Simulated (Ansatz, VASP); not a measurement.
Cs in VASP and in Ansatz

```
Cs
1.0
     0.00000    3.80811    3.80811
     3.80811    0.00000    3.80811
     3.80811    3.80811    0.00000
Cs
1
Cartesian
  0.0000 0.0000 0.0000
```

The cell was built by a generator and needn't be a form met in nature.

Alike in both runs: task relaxation of cell and atoms; functional PBEsol; k mesh 7 × 7 × 7; occupations fermi-dirac, width 0.1 eV; no spin polarisation.

```csv
,VASP,Ansatz
version,VASP 6.6.1,Ansatz 0.2.0
potentials or method,"VASP PAW PBE potentials, release 64 (Cs_sv)","plane waves (420 eV) with PAW, scalar-relativistic"
plane-wave cutoff (eV),600,420
valence electrons in the cell,9,9
```

```csv
,VASP,Ansatz,Ansatz less VASP
relaxed volume (Å³/atom),108.75,110.45,+1.697
relaxed cell length with the largest relative difference (Å),5.358,5.385,+0.0277
```

Ansatz warned: «pseudo_functional_mismatch».

Caveats: the PAW data sets were made with another functional, which shifts forces and pressure a little (VASP). The runs have no spin-orbit coupling, so splittings on Cs are missing.
